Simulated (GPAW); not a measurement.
# AlNi (Cmmm) in GPAW: further runs

Runs on AlNi. Level: PBEsol. Tasks: single point.

Program: GPAW 26.7.0. These are calculated values, not measurements. Logs are shortened: lines on timing, memory, paths and dates and some standing lists are left out, and cuts for length are marked. The log counts tension as positive stress, the text compression.

**1. The structure**

The structure is orthorhombic, space group Cmmm (No. 65). Conventional cell: a = 3.722 Å, b = 3.750 Å, c = 2.975 Å, α = 90.00°, β = 90.00°, γ = 90.00°. Ni (site symmetry mmm) is surrounded by 8 Al at 2.38 to 2.39 Å and 4 Ni at 2.64 Å. Al (site symmetry mmm) has 8 Ni at 2.38 to 2.39 Å and 4 Al at 2.64 Å as nearest neighbours.

The cell comes from a database or a generator and needn't be the stable form of this composition.

**2. Single point, PBEsol, collinear spin, ferromagnetic start, 10.38 Å³/atom**

run.py

```python
from ase import Atoms
from ase.dft.bandgap import bandgap
from ase.io import write
from ase.units import GPa
from gpaw import GPAW, PW, setup_paths

setup_paths.insert(0, '.')

atoms = Atoms(['Ni', 'Al'],
              cell=[[1.86114624, -1.875062544, 0.0],
                    [1.86114624, 1.875062544, 0.0],
                    [0.0, 0.0, 2.9754528396]],
              scaled_positions=[[0.5, 0.5, 0.5],
                                [0.0, 0.0, 0.0]],
              pbc=True)
atoms.set_initial_magnetic_moments([1.0, 0.0])

calc = GPAW(mode=PW(600),
            xc='PBEsol',
            kpts={'size': (10, 10, 9), 'gamma': True},
            occupations={'name': 'fermi-dirac', 'width': 0.05},
            nbands=20,
            convergence={'density': 1e-05, 'energy': 1e-05},
            maxiter=150,
            txt='gpaw.txt')
atoms.calc = calc
energy = atoms.get_potential_energy()
forces = atoms.get_forces()
stress = atoms.get_stress()
calc.write('gs.gpw')
write('result.traj', atoms)
print(f'Energy: {energy:.6f} eV')
print('Forces (eV/A):')
print(forces.round(4))
print('Stress (GPa):', (stress / GPa).round(3))
print('Moments:', calc.get_magnetic_moments().round(3))
print('Fermi level:', round(calc.get_fermi_level(), 4), 'eV')
print(f'Gap: {bandgap(calc)[0]:.4f} eV, direct: {bandgap(calc, direct=True)[0]:.4f} eV')
```

Potentials or basis: PAW data sets generated in the run's folder for this functional, pw.

On the command line:

```bash
$ gpaw-setup -f PBEsol Al Ni
$ OMP_NUM_THREADS=1 python run.py
```

gpaw.txt:

```text
__  _  _
 | _ |_)|_||  |
 |__||  | ||/\| - 26.7.0

Input parameters:
  mode=PW(ecut=600.0),
  convergence={'density': 1e-05, 'energy': 1e-05},
  kpts=MonkhorstPack(size=(10, 10, 9), gamma=True),
  maxiter=150,
  nbands=20,
  occupations=Occupations(name='fermi-dirac', width=0.05),
  xc=XC(name='PBEsol')

Diagonalizing LCAO Hamiltonian
Converting LCAO to pw mode

           Ni
       Al

Atoms  # Å, Bohr magnetons
|   | symbol |        x |        y |        z |    initial magnetic moments |
|---|--------|----------|----------|----------|-----------------------------|
| 0 |     Ni | 1.861146 | 0.000000 | 1.487726 | ( 0.0000,  0.0000,  1.0000) |
| 1 |     Al | 0.000000 | 0.000000 | 0.000000 | ( 0.0000,  0.0000,  0.0000) |

Unit cell  # Å
| periodic |        x |         y |        z |  lengths |    angles |
|----------|----------|-----------|----------|----------|-----------|
|      yes | 1.861146 | -1.875063 | 0.000000 | 2.641917 | 90.000000 |
|      yes | 1.861146 |  1.875063 | 0.000000 | 2.641917 | 90.000000 |
|      yes | 0.000000 |  0.000000 | 2.975453 | 2.975453 | 90.426819 |

Number of symmetries: 8
Symmetry operations  # r_c * U_cc + t_c -> r_c
|   | kind |            matrix            |
|---|------|------------------------------|
| 0 |  E   |  1, 0, 0,  0, 1, 0,  0, 0, 1 |
| 1 |  σ   |  1, 0, 0,  0, 1, 0,  0, 0,-1 |
| 2 |  σ   |  0, 1, 0,  1, 0, 0,  0, 0, 1 |
| 3 |  C2  |  0, 1, 0,  1, 0, 0,  0, 0,-1 |
| 4 |  σ   |  0,-1, 0, -1, 0, 0,  0, 0, 1 |
| 5 |  C2  |  0,-1, 0, -1, 0, 0,  0, 0,-1 |
| 6 |  C2  | -1, 0, 0,  0,-1, 0,  0, 0, 1 |
| 7 |  i   | -1, 0, 0,  0,-1, 0,  0, 0,-1 |

BZ-sampling:
  Number of BZ points: 900
  Number of IBZ points: 155

  Monkhorst-Pack size: [10, 10, 9]
  Monkhorst-Pack shift: [0.05, 0.05, 0.0]

K-points  # in reciprocal-cell coordinates
|     |                                coordinates |     weight |
|-----|--------------------------------------------|------------|
|   0 | (  0.00000000,   0.00000000,   0.00000000) | 0.00111111 |
|   1 | (  0.00000000,   0.00000000,   0.11111111) | 0.00222222 |
|   2 | (  0.00000000,   0.00000000,   0.22222222) | 0.00222222 |
|   3 | (  0.00000000,   0.00000000,   0.33333333) | 0.00222222 |
|   4 | (  0.00000000,   0.00000000,   0.44444444) | 0.00222222 |
|   5 | (  0.10000000,  -0.10000000,   0.00000000) | 0.00222222 |
|   6 | (  0.10000000,  -0.10000000,   0.11111111) | 0.00444444 |
|   7 | (  0.10000000,  -0.10000000,   0.22222222) | 0.00444444 |
|   8 | (  0.10000000,  -0.10000000,   0.33333333) | 0.00444444 |
|   9 | (  0.10000000,  -0.10000000,   0.44444444) | 0.00444444 |
| ... |                                            |            |
| 154 | (  0.50000000,   0.50000000,   0.44444444) | 0.00222222 |

Plane wave coefficients: 712
Cutoff: 600.0 eV

Spin-components: 2 (collinear spins)
Bands:           20
Projectors:      11
Spin-degeneracy: 1
Datatype:        complex128

Parallelization:
  kpt:    1
  domain: 1
  band:   1

Density:
  Valence electrons: 19.0
  Components: 2
  Grid points: [15 15 18]
  Charge: 0.0  # |e|

Potential:
  Grid points: [15 15 18]

species:
  Ni:
    name:    Nickel
    Z:       28.0
    valence: 16
    core:    12
    charge:  0.0  # [|e|]
    compensation charges:
      type: gauss
      rc: 0.36  # [Å]
      lmax: 2
    cutoffs:
      filter: 2.14  # [Å]
      core: 1.98  # [Å]
    projectors
    | kind |    occ | energy [eV] | rcut [Å] |
    |------|--------|-------------|----------|
    |   4s |  2.000 |      -5.661 |    1.164 |
    |   3p |  6.000 |     -71.261 |    1.207 |
    |   4p |  0.000 |      -1.193 |    1.207 |
    |   3d |  8.000 |      -8.901 |    1.138 |
    |    s |        |      21.550 |    1.164 |
    |    d |        |      18.310 |    1.138 |

    Using partial waves for Ni as LCAO basis

  Al:
    name:    Aluminium
    Z:       13.0
    valence: 3
    core:    10
    charge:  0.0  # [|e|]
    compensation charges:
      type: gauss
      rc: 0.34  # [Å]
      lmax: 2
    cutoffs:
      filter: 1.91  # [Å]
      core: 2.36  # [Å]
    projectors
    | kind |    occ | energy [eV] | rcut [Å] |
    |------|--------|-------------|----------|
    |   3s |  2.000 |      -7.715 |    1.085 |
    |   3p |  1.000 |      -2.689 |    1.085 |
    |    s |        |      19.497 |    1.085 |
    |    p |        |      24.522 |    1.085 |
    |    d |        |       0.000 |    1.085 |

    Using partial waves for Al as LCAO basis

Reference energy: -47922.716557  # eV

eigensolver:
  PPCG
  Converge bands: occupied
  niter=2

density mixing:
  MSR1-Mixer
  Pratt-step length: 0.05
  Maximum mixing coefficient: 0.75
  Old densities: 10
  SVD Regularization: 0.005
  Good broyden scale: 1.0
  Trust region scale: 1.0
  Backstep threshold: 4.0
  History deletion threshold: 6.0
  Fourier metric: weight=20.0, sigma=0.015

occupation numbers:
  Fermi-Dirac:
    width: 0.0500  # eV

poisson solver:
  ecut: 4800.0  # eV

xc functional:
  name: PBEsol with 2 nearest neighbor stencil

convergence criteria:
- Maximum integral of absolute [dens]ity change: 1e-05 electrons / valence electron
- Maximum [total energy] change in last 3 cyles: 1e-05 eV / valence electron
- Maximum integral of absolute [eigenst]ate change: 4e-08 eV^2 / valence electron
maximum number of iterations: 150

SCF iterations
|iter     | |      energy | eigst |  dens |  magmom |
|---------|-|-------------|-------|-------|---------|
|iter:   1| |  -12.940532 | +0.41 |       |  +1.0022|
|iter:   2| |  -12.896126 | -2.48 | -1.09 |  +0.9625|
|iter:   3| |  -13.008933 | -2.36 | -1.15 |  +0.6412|
|iter:   4| |  -13.087019 | -2.38 | -1.37 |  +0.2363|
|iter:   5| |  -13.085621 | -3.40 | -1.80 |  +0.1751|
|iter:   6| |  -13.088074 | -3.71 | -1.97 |  +0.0429|
|iter:   7| |  -13.088843 | -4.70 | -2.39 |  +0.0097|
|iter:   8| |  -13.089071 | -5.03 | -2.72 |  +0.0016|
|iter:   9| |  -13.089089 | -6.55 | -3.37 |  +0.0003|
|iter:  10| |  -13.089093c| -8.05c| -3.99 |  +0.0002|
|iter:  11| |  -13.089094c| -7.85c| -4.58 |  +0.0001|
|iter:  12| |  -13.089094c| -8.68c| -5.24c|  +0.0000|

Converged in 12 steps
Energy contributions relative to reference atoms: (reference = -47922.716557)

Energy contributions:
  Kinetic:          26.074149
  Coulomb:         -17.988020
  Zero:              0.056657
  External:          0.000000
  Xc:              -21.227828
  Entropy:          -0.008104
  Spinorbit:         0.000000
  ----------------------------
  Free energy:     -13.093146
  Extrapolated:    -13.089094

dipole moment: (-6.358161, 0.000000, -5.082461)  # |e|*Ang

Total magnetic moment: (0.000000, 0.000000, 0.000025)

Local magnetic moments
|        x |        y |        z |
|----------|----------|----------|
| 0.000000 | 0.000000 | 0.000011 |  # Ni   0
| 0.000000 | 0.000000 | 0.000007 |  # Al   1

Fermi level: 10.785
Eigenvalues  # (at kpt = [0.000, 0.000, 0.000])
| band index |      eig [eV] | occ [0-1] |      eig [eV] | occ [0-1] |
|------------|---------------|-----------|---------------|-----------|
|          0 |       -53.199 |     1.000 |       -53.199 |     1.000 |
|          1 |       -53.153 |     1.000 |       -53.153 |     1.000 |
|          2 |       -53.148 |     1.000 |       -53.148 |     1.000 |
|          3 |        -1.535 |     1.000 |        -1.535 |     1.000 |
|          4 |         6.617 |     1.000 |         6.617 |     1.000 |
|          5 |         6.792 |     1.000 |         6.792 |     1.000 |
|          6 |         8.826 |     1.000 |         8.826 |     1.000 |
|          7 |         8.849 |     1.000 |         8.849 |     1.000 |
|          8 |         9.198 |     1.000 |         9.198 |     1.000 |
|          9 |        13.928 |     0.000 |        13.928 |     0.000 |
|         10 |        18.447 |     0.000 |        18.447 |     0.000 |
|         11 |        18.484 |     0.000 |        18.484 |     0.000 |
|         12 |        18.499 |     0.000 |        18.499 |     0.000 |
|         13 |        19.888 |     0.000 |        19.888 |     0.000 |
|         14 |        27.590 |     0.000 |        27.590 |     0.000 |
|         15 |        32.610 |     0.000 |        32.610 |     0.000 |
|         16 |        32.613 |     0.000 |        32.613 |     0.000 |
|        ... |               |           |               |           |
|         19 |        35.923 |     0.000 |        35.924 |     0.000 |

No gap
No difference between direct/indirect transitions

Forces  # eV/Ang
|       x |       y |       z |
|---------|---------|---------|
| 0.00000 | 0.00000 | 0.00000 |  # Ni   0
| 0.00000 | 0.00000 | 0.00000 |  # Al   1

Stress tensor  # eV/Ang^3
|         x |         y |         z |
|-----------|-----------|-----------|
| -0.217446 |  0.000000 |  0.000000 |
|  0.000000 | -0.203380 |  0.000000 |
|  0.000000 |  0.000000 | -0.150794 |

# Writing to gs.gpw (mode='')
```

Run time: 74 s. Hardware: 1 thread of Intel Xeon Platinum 8488C (Sapphire Rapids), shared host; peak memory 0.23 GiB.

Results:

- Free energy: -13.0931 eV
- Pressure: 30.5 GPa
- Band gap on the k mesh: none (metal or under the smearing width)
- Net moment: 0.00 μB per cell

Caveat: the density grid can change from cell to cell, which puts small steps into energies and stress; the stock nickel data set gives pressures a few GPa off other programs.

**3. Single point, PBEsol, collinear spin, ferromagnetic start, 11.05 Å³/atom**

run.py: that of step 2 with these lines changed.

```diff
@@ -9,5 +9,5 @@
 atoms = Atoms(['Ni', 'Al'],
-              cell=[[1.86114624, -1.875062544, 0.0],
-                    [1.86114624, 1.875062544, 0.0],
-                    [0.0, 0.0, 2.9754528396]],
+              cell=[[1.89992012, -1.914126347, 0.0],
+                    [1.89992012, 1.914126347, 0.0],
+                    [0.0, 0.0, 3.0374414405]],
               scaled_positions=[[0.5, 0.5, 0.5],
```

Potentials or basis: PAW data sets generated in the run's folder for this functional, pw.

On the command line:

```bash
$ gpaw-setup -f PBEsol Al Ni
$ OMP_NUM_THREADS=1 python run.py
```

Wall time 72 s (1 thread of Intel Xeon Platinum 8488C (Sapphire Rapids), shared host); peak memory 0.24 GiB.

Results (log left out):

| Quantity | Value |
| --- | --- |
| Free energy | -13.2750 eV |
| Pressure | 14.2 GPa |
| Band gap on the k mesh | none (metal or under the smearing width) |
| Net moment | 0.00 μB per cell |

Caveat: the density grid can change from cell to cell, which puts small steps into energies and stress; the stock nickel data set gives pressures a few GPa off other programs.
